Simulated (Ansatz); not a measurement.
# TiTe2: energies, forces and stress near the listed structure

Aim: see how energy, forces, stress and gap of TiTe2 answer to moves of single atoms, random distortions, further strains and shifts, swapped elements. Nothing is relaxed unless a step says so.

Method: DFT PBE, scalar-relativistic, plane waves, PAW, in Ansatz 0.2.0.

1 further run of the same task is left out (set aside as unsound or not needed).

## (1) The structure to begin with

The structure is trigonal, space group P-3m1 (No. 164). The conventional cell has a = 3.777 Å, b = 3.777 Å, c = 6.498 Å, α = 90.00°, β = 90.00°, γ = 120.00°. Around Ti (site symmetry -3m) lie 6 Te at 2.77 Å. Te (site symmetry 3m) has 3 Ti at 2.77 Å as nearest neighbours.

As a file:

```cif
data_structure
_symmetry_space_group_name_H-M 'P 1'
_symmetry_Int_Tables_number 1
_cell_length_a 3.7770
_cell_length_b 3.7770
_cell_length_c 6.4980
_cell_angle_alpha 90.000
_cell_angle_beta 90.000
_cell_angle_gamma 120.000
_cell_volume 80.28
loop_
_atom_site_label
_atom_site_type_symbol
_atom_site_fract_x
_atom_site_fract_y
_atom_site_fract_z
_atom_site_occupancy
Ti1 Ti 0.00000 0.00000 0.00000 1
Te1 Te 0.66667 0.33333 0.26280 1
Te2 Te 0.33333 0.66667 0.73720 1
```

The structure comes from the Crystallography Open Database.

## (2) One atom moved

What differs from the listed cell: atom 1 (Ti) moved by 0.23 Å.

input.yaml

```yaml
crystal:
  lattice:
    - [3.7770008876, 0.0, 0.0]
    - [-1.8885004438, 3.2709787188, 0.0]
    - [0.0, 0.0, 6.498]
  atoms:
    - { symbol: Ti, position: [0.0343933757, 0.0687867514, 0.0] }
    - { symbol: Te, position: [0.6666666667, 0.3333333333, 0.2628] }
    - { symbol: Te, position: [0.3333333333, 0.6666666667, 0.7372] }
basis:
  ecutwfc: 420
kpoints:
  mp_grid: { grid: [12, 12, 6] }
hamiltonian:
  xc: pbe
scf:
  occupations: { method: gaussian, width: 0.1 }
output:
  forces: true
  stress: true
  eigenvalues: true
```

Run with:

```
$ ansatz run input.yaml --threads 1 --pin off --max-ram 1331MiB --backend cpu --events-out ev --progress --plain --runs-dir out
```

Output, shortened:

```text
Warning: RAYON_NUM_THREADS=1 ignored (pool sized by the plan → 1); use --threads N
[...]
Pseudopotentials: kind: paw
Pseudopotential: Ti, paw, valence charge 12, recommended cutoff 420 eV (normal), Ti.paw.azcp
Pseudopotential: Te, paw, valence charge 16, recommended cutoff 420 eV (normal), Te.paw.azcp
Functional definition: PBE
[...]
Crystal: 3 atoms, lattice volume = 80.279 Å³
Basis set: ecut = 420 eV, 1581 PW (Γ), exchange–correlation on 54×54×90 points (8 copies of the dense FFT grid, shifted against one another)
Bands: 27, of which v1, the nominal top of the filled ones, is band 22 counted from 1 (21 counted from 0)
Symmetry: 2 space group operations
Space group: Cm (ITA 8), of the structure as read, at distance tolerance 4.3e-5 Å
k-points: 242 of 864 (time reversal used)
[...]
SCF iter   1: F=—  HF=-16461.569641 eV  |F-HF|=—  |Δ(HF+E_count)|=         —  Δρ=3.56e-3  dr2=2.08e-2  ethr=1.77e-3  ⟨swp⟩=5.6  Hψ=28532  notcnv=0
[...]
SCF iter   6: F=-16461.567520 eV  HF=-16461.567520 eV  |F-HF|=4.55e-8  |Δ(HF+E_count)|=   6.36e-7  Δρ=1.05e-5  dr2=5.22e-8  ethr=2.27e-10  ⟨swp⟩=5.8  Hψ=32883  notcnv=0
[...]
SCF converged after 6 iterations
Free energy (F): -16461.567520 eV
[...]
E sigma→0 (E₀):  -16461.564652 eV
Entropy (-TS):   -0.005737 eV (-1.912 meV/atom)
Fermi energy:    10.377656 eV
[...]
--- Forces (eV/Å), atoms counted from 1 ---
  atom   1  Ti     0.00000000    -0.94125185     0.07790689
  atom   2  Te     0.00000000     0.34142536     0.19404411
  atom   3  Te     0.00000000     0.59979330    -0.27194179
[...]
--- Stress (GPa, compression-positive) ---
        1.741207       0.000000       0.000000
        0.000000       1.507341      -0.969772
        0.000000      -0.969773       3.153256
  P = ⅓ Tr σ = 2.1339 GPa (21.339 kbar)
--- Band table (eV; the first three rows and the last of 242) ---
  k-point 0: bands = ["-47.1503", "-26.2394", "-26.2385", "-26.2308", "-26.2229", "-26.2099", "-26.2059", "-26.2037", "-26.1938", "-26.1878", "-26.1831", "-23.4122", "-23.4093", "-23.3695", "-2.1319", "-0.6354", "5.0603", "8.6253", "8.6337", "10.2742", "10.3583", "10.6514", "10.8495", [...]
[...]
```

It took 26 s on 1 thread of an x86-64 CPU, shared host; peak memory 0.71 GiB.

Sizes of the forces (eV/Å): Ti1 0.94, Te2 0.39, Te3 0.66.

## (3) One element swapped, cell strained: Te → S, first probe

The change: S takes all sites of Te, and lengths are scaled by 0.909 as a first guess of the size; strain xx, yy, zz, yz, xz, xy = +6.7, +6.7, +0.7, +0.0, +0.0, +0.0 %; atoms moved by 0.03 Å root mean square, at most 0.04 Å.

input.yaml

```yaml
crystal:
  lattice:
    - [3.6655379184, 0.0, 0.0]
    - [-1.8327689592, 3.1744489559, 0.0]
    - [0.0, 0.0, 5.9517688201]
  atoms:
    - { symbol: Ti, position: [0.0, 0.0, 0.0], spin: 1.0 }
    - { symbol: S, position: [0.6666666667, 0.3333333333, 0.2571455915] }
    - { symbol: S, position: [0.3333333333, 0.6666666667, 0.7428544085] }
basis:
  ecutwfc: 420
kpoints:
  mp_grid: { grid: [6, 6, 4] }
hamiltonian:
  xc: pbe
scf:
  occupations: { method: gaussian, width: 0.1 }
  lower_state_search: "off"
output:
  forces: true
  stress: true
  eigenvalues: true
  populations: true
magnetization:
  spin_polarized: true
```

Run with:

```
$ ansatz run input.yaml --threads 1 --pin off --max-ram 1331MiB --backend cpu --events-out ev --progress --plain --runs-dir out
```

Output, shortened:

```text
Warning: RAYON_NUM_THREADS=1 ignored (pool sized by the plan → 1); use --threads N
[...]
[... 2 set-up lines as earlier in the session ...]
Pseudopotential: S, paw, valence charge 6, recommended cutoff 420 eV (normal), S.paw.azcp
[... 1 set-up line as earlier in the session ...]
[...]
Crystal: 3 atoms, lattice volume = 69.255 Å³
Basis set: ecut = 420 eV, 1363 PW (Γ), exchange–correlation on 50×50×80 points (8 copies of the dense FFT grid, shifted against one another)
Bands: 17, of which v1, the nominal top of the filled ones, is band 12 counted from 1 (11 counted from 0)
Symmetry: 12 space group operations
Space group: P-3m1 (ITA 164), of the structure as read, at distance tolerance 4.1e-5 Å
Magnetic group: BNS 164.85 (UNI 1315), of the structure as read, at distance tolerance 4.1e-5 Å
k-points: 24 of 144
[...]
Starting moments: Σ|m| = 1 μB on 1 of 3 sites
[...]
WARN: the starting moments were not kept: the SCF closed with an absolute magnetisation of 1.5e-5 μB, where they sum to 1 μB in size (1 site). That is at most 0.1 of that sum. Measured as dr2_m measures the in/out step, that magnetisation stands 3.3e-11 eV from none, at or under the [...]
Per-site moments (μB) at R_I (Å): [(-5.9075135513501985e-6, 1.0773331744958907), (3.2234277472329873e-6, 1.0773331744958907), (3.223427747283368e-6, 1.077333174495891)]
Free energy (F): -4306.975556 eV
[...]
E sigma→0 (E₀):  -4306.974421 eV
Entropy (-TS):   -0.002269 eV (-0.756 meV/atom)
Fermi energy:    5.495810 eV
[...]
--- Forces (eV/Å), atoms counted from 1 ---
  atom   1  Ti    -0.00000000    -0.00000000     0.00000000
  atom   2  S     -0.00000000    -0.00000000    -1.90631023
  atom   3  S     -0.00000000     0.00000000     1.90631023
[...]
--- Stress (GPa, compression-positive) ---
      -13.604768       0.000000       0.000000
        0.000000     -13.604768       0.000000
        0.000000       0.000000     -12.606664
  P = ⅓ Tr σ = -13.2721 GPa (-132.721 kbar)
--- Band table (eV; the first three rows and the last of 48) ---
  k-point 0 ↑: bands = ["-52.6406", "-28.8025", "-28.7874", "-28.7874", "-7.2073", "-6.0294", "1.1683", "3.2579", "3.2579", "5.4117", "5.4117", "5.5151", "5.8788", "5.8788", "6.1994", "8.0406", "8.0406"]
[...]
--- Löwdin populations: 3 sites ---
  site symbol       q [e]    m [muB]
     0     Ti     11.0571    -0.0000
     1      S      6.3968     0.0000
     2      S      6.3968     0.0000
  spilling = 0.006216 (of n_electrons = 24.000000)
```

Run time: 4 s. Hardware: 1 thread of an x86-64 CPU, shared host; peak memory 0.39 GiB.

Site by site:

| atom | Löwdin electrons |
| --- | --- |
| Ti1 | 11.06 |
| S2 | 6.40 |
| S3 | 6.40 |

## (4) One element swapped, cell strained: Te → S

input.yaml

```yaml
crystal:
  lattice:
    - [3.6655379184, 0.0, 0.0]
    - [-1.8327689592, 3.1744489559, 0.0]
    - [0.0, 0.0, 5.9517688201]
  atoms:
    - { symbol: Ti, position: [0.0, 0.0, 0.0] }
    - { symbol: S, position: [0.6666666667, 0.3333333333, 0.2571455915] }
    - { symbol: S, position: [0.3333333333, 0.6666666667, 0.7428544085] }
basis:
  ecutwfc: 420
kpoints:
  mp_grid: { grid: [15, 15, 8] }
hamiltonian:
  xc: pbe
scf:
  occupations: { method: gaussian, width: 0.1 }
output:
  forces: true
  stress: true
  eigenvalues: true
  populations: true
```

Run with:

```
$ ansatz run input.yaml --threads 1 --pin off --max-ram 1331MiB --backend cpu --events-out ev --progress --plain --runs-dir out
```

Output, shortened:

```text
Warning: RAYON_NUM_THREADS=1 ignored (pool sized by the plan → 1); use --threads N
[...]
[... 4 set-up lines as earlier in the session ...]
[...]
Crystal: 3 atoms, lattice volume = 69.255 Å³
Basis set: ecut = 420 eV, 1363 PW (Γ), exchange–correlation on 50×50×80 points (8 copies of the dense FFT grid, shifted against one another)
Bands: 16, of which v1, the nominal top of the filled ones, is band 12 counted from 1 (11 counted from 0)
[... 2 set-up lines as earlier in the session ...]
k-points: 192 of 1800
[...]
SCF iter   1: F=—  HF=-4306.990640 eV  |F-HF|=—  |Δ(HF+E_count)|=         —  Δρ=2.35e-3  dr2=4.00e-3  ethr=1.77e-3  ⟨swp⟩=5.0  Hψ=15437  notcnv=0
[...]
SCF converged after 7 iterations
Free energy (F): -4306.990838 eV
[...]
E sigma→0 (E₀):  -4306.990380 eV
Entropy (-TS):   -0.000916 eV (-0.305 meV/atom)
Fermi energy:    5.502219 eV
[...]
--- Forces (eV/Å), atoms counted from 1 ---
  atom   1  Ti    -0.00000000    -0.00000000     0.00000000
  atom   2  S      0.00000000    -0.00000000    -1.90164152
  atom   3  S      0.00000000     0.00000000     1.90164152
[...]
--- Stress (GPa, compression-positive) ---
      -13.786814      -0.000000       0.000000
        0.000000     -13.786814       0.000000
        0.000000       0.000000     -12.477727
  P = ⅓ Tr σ = -13.3505 GPa (-133.505 kbar)
--- Band table (eV; the first three rows and the last of 192) ---
  k-point 0: bands = ["-52.6272", "-28.7860", "-28.7764", "-28.7764", "-7.2118", "-6.0348", "1.1680", "3.2586", "3.2586", "5.4061", "5.4061", "5.5122", "5.8878", "5.8878", "6.2102", "8.0436"]
[...]
--- Löwdin populations: 3 sites ---
  site symbol       q [e]
     0     Ti     11.0615
     1      S      6.3947
     2      S      6.3947
  spilling = 0.006212 (of n_electrons = 24.000000)
```

It took 8.7 s on 1 thread of an x86-64 CPU, shared host; peak memory 0.5 GiB.

Per atom:

```csv
atom,Löwdin electrons
Ti1,11.06
S2,6.39
S3,6.39
```

## (5) A random distortion, cell strained

The change: strain xx, yy, zz, yz, xz, xy = -5.2, -1.1, -0.3, +0.0, +0.4, +2.6 %; atoms moved by 0.15 Å root mean square, at most 0.19 Å.

input.yaml

```yaml
crystal:
  lattice:
    - [3.5806723815, 0.0966534527, 0.0144659134]
    - [-1.7066318453, 3.185984321, -0.0057937261]
    - [0.02488734, 0.00285912, 6.4801305]
  atoms:
    - { symbol: Ti, position: [-0.0052246215, 0.0380283734, -0.0067174515] }
    - { symbol: Te, position: [0.6746880929, 0.2873746118, 0.2600468452] }
    - { symbol: Te, position: [0.3305365286, 0.6745970148, 0.7466706063] }
basis:
  ecutwfc: 420
kpoints:
  mp_grid: { grid: [12, 12, 6] }
hamiltonian:
  xc: pbe
scf:
  occupations: { method: gaussian, width: 0.1 }
output:
  forces: true
  stress: true
  eigenvalues: true
  populations: true
```

Run with:

```
$ ansatz run input.yaml --threads 1 --pin off --max-ram 1331MiB --backend cpu --events-out ev --progress --plain --runs-dir out
```

Output, shortened:

```text
Warning: RAYON_NUM_THREADS=1 ignored (pool sized by the plan → 1); use --threads N
[...]
[... 4 set-up lines as earlier in the session ...]
[...]
Crystal: 3 atoms, lattice volume = 74.993 Å³
Basis set: ecut = 420 eV, 1453 PW (Γ), exchange–correlation on 48×50×90 points (8 copies of the dense FFT grid, shifted against one another)
Bands: 27, of which v1, the nominal top of the filled ones, is band 22 counted from 1 (21 counted from 0)
Symmetry: 1 space group operations
Space group: P1 (ITA 1), of the structure as read, at distance tolerance 4.2e-5 Å
k-points: 436 of 864 (time reversal used)
[...]
SCF iter   1: F=—  HF=-16461.182986 eV  |F-HF|=—  |Δ(HF+E_count)|=         —  Δρ=3.09e-3  dr2=1.05e-2  ethr=1.77e-3  ⟨swp⟩=5.6  Hψ=51817  notcnv=0
[...]
SCF iter   6: F=-16461.181540 eV  HF=-16461.181540 eV  |F-HF|=5.41e-9  |Δ(HF+E_count)|=   5.13e-7  Δρ=9.46e-6  dr2=5.95e-8  ethr=2.27e-10  ⟨swp⟩=6.2  Hψ=63007  notcnv=0
[...]
SCF converged after 6 iterations
Free energy (F): -16461.181540 eV
[...]
E sigma→0 (E₀):  -16461.179122 eV
Entropy (-TS):   -0.004836 eV (-1.612 meV/atom)
Fermi energy:    11.458926 eV
[...]
--- Forces (eV/Å), atoms counted from 1 ---
  atom   1  Ti     0.97045475    -1.02789526    -0.20516642
  atom   2  Te    -1.29376918     0.97509866     1.65459066
  atom   3  Te     0.32329577     0.05280798    -1.44938500
[...]
--- Stress (GPa, compression-positive) ---
       11.398574      -2.765573      -5.983752
       -2.765572       6.480102       3.133502
       -5.983754       3.133502      12.713344
  P = ⅓ Tr σ = 10.1973 GPa (101.973 kbar)
--- Band table (eV; the first three rows and the last of 436) ---
[... band rows left out ...]
[...]
--- Löwdin populations: 3 sites ---
  site symbol       q [e]
     0     Ti     11.6142
     1     Te     16.0945
     2     Te     16.0982
  spilling = 0.004388 (of n_electrons = 44.000000)
```

Run time: 57 s. Hardware: 1 thread of an x86-64 CPU, shared host; peak memory 0.93 GiB.

Site by site:

| atom | Löwdin electrons |
| --- | --- |
| Ti1 | 11.61 |
| Te2 | 16.09 |
| Te3 | 16.10 |

The Löwdin counts miss 0.19 of the 44 electrons, which the atomic orbitals do not span, so they are no charges.

## (6) A change within a subgroup

The change: strain xx, yy, zz, yz, xz, xy = -1.9, -0.7, -0.9, -0.5, -0.9, -1.0 %; atoms moved by 0.03 Å root mean square, at most 0.04 Å.

input.yaml

```yaml
crystal:
  lattice:
    - [3.706408741, -0.0377700089, -0.0356548884]
    - [-1.8859141577, 3.2665089352, 6.102e-07]
    - [-0.06134112, -0.0354141, 6.44270202]
  atoms:
    - { symbol: Ti, position: [0.0, 0.0, 0.0] }
    - { symbol: Te, position: [0.6563200255, 0.3281600127, 0.265001311] }
    - { symbol: Te, position: [0.3436799745, 0.6718399873, 0.734998689] }
basis:
  ecutwfc: 420
kpoints:
  mp_grid: { grid: [15, 15, 8] }
hamiltonian:
  xc: pbe
scf:
  occupations: { method: gaussian, width: 0.1 }
output:
  forces: true
  stress: true
  eigenvalues: true
```

Run with:

```
$ ansatz run input.yaml --threads 1 --pin off --max-ram 1331MiB --backend cpu --events-out ev --progress --plain --runs-dir out
```

Output, shortened:

```text
Warning: the atoms were moved onto the symmetric positions of the space group found under crystal.symmetry.tolerance 1.0e-5 (fractional; no operation is sought that the atoms, as they stand in a round, miss by more than twice it, and no atom is moved by as much as it), and the run uses [...]
Warning: RAYON_NUM_THREADS=1 ignored (pool sized by the plan → 1); use --threads N
[...]
[... 4 set-up lines as earlier in the session ...]
[...]
Crystal: 3 atoms, lattice volume = 77.533 Å³
Basis set: ecut = 420 eV, 1535 PW (Γ), exchange–correlation on 50×54×90 points (8 copies of the dense FFT grid, shifted against one another)
Bands: 27, of which v1, the nominal top of the filled ones, is band 22 counted from 1 (21 counted from 0)
Symmetry: 4 space group operations
Space group: C2/m (ITA 12), of the structure as read, at distance tolerance 4.3e-5 Å
k-points: 488 of 1800
[...]
SCF iter   1: F=—  HF=-16461.608538 eV  |F-HF|=—  |Δ(HF+E_count)|=         —  Δρ=2.89e-3  dr2=1.17e-2  ethr=1.77e-3  ⟨swp⟩=5.5  Hψ=57496  notcnv=0
[...]
SCF iter   6: F=-16461.607238 eV  HF=-16461.607238 eV  |F-HF|=6.85e-9  |Δ(HF+E_count)|=   1.63e-7  Δρ=7.94e-6  dr2=3.94e-8  ethr=2.27e-10  ⟨swp⟩=6.4  Hψ=63859  notcnv=0
[...]
SCF converged after 6 iterations
Free energy (F): -16461.607238 eV
[...]
E sigma→0 (E₀):  -16461.603586 eV
Entropy (-TS):   -0.007304 eV (-2.435 meV/atom)
Fermi energy:    10.851259 eV
[...]
--- Forces (eV/Å), atoms counted from 1 ---
  atom   1  Ti     0.00000000     0.00000000     0.00000000
  atom   2  Te     0.35139863     0.20288010     0.23402680
  atom   3  Te    -0.35139863    -0.20288010    -0.23402680
[...]
--- Stress (GPa, compression-positive) ---
        3.625013       1.515151       2.675986
        1.515151       1.875468       1.544981
        2.675986       1.544981       3.672508
  P = ⅓ Tr σ = 3.0577 GPa (30.577 kbar)
--- Band table (eV; the first three rows and the last of 488) ---
[... band rows left out ...]
[...]
```

It took 30 s on 1 thread, shared host; peak memory 0.98 GiB.

## (7) All points side by side

| step | case | energy (meV/atom) | pressure (GPa) | largest force (eV/Å) | gap on the mesh (eV) |
| --- | --- | --- | --- | --- | --- |
| 2 | one atom moved | +0.0 | 2.1 | 0.94 | 0.00 |
| 4 | one element swapped, cell strained: Te → S | n/a | -13.4 | 1.90 | 0.00 |
| 5 | a random distortion, cell strained | +128.5 | 10.2 | 2.32 | 0.00 |
| 6 | a change within a subgroup | -13.0* | 3.1 | 0.47 | 0.00 |

Energies are counted from step 2, with the smearing taken to zero; a star marks another k mesh, which can shift energies by itself, so starred rows don't rank against the others. Other atoms or functionals have another zero of energy (n/a). A gap of 0.00 means none on the mesh at this level.

What this shows: Among the distorted cells of the listed formula and level the largest force, 2.32 eV/Å, acts on Te2 in step 5. The distorted cells of the listed formula and level show no gap on the mesh. Spin-orbit coupling is left out for Te.

Counted by bands, a gap of 0.06 eV stays open on the mesh in one run that reads as metallic: the smearing reaches across it.
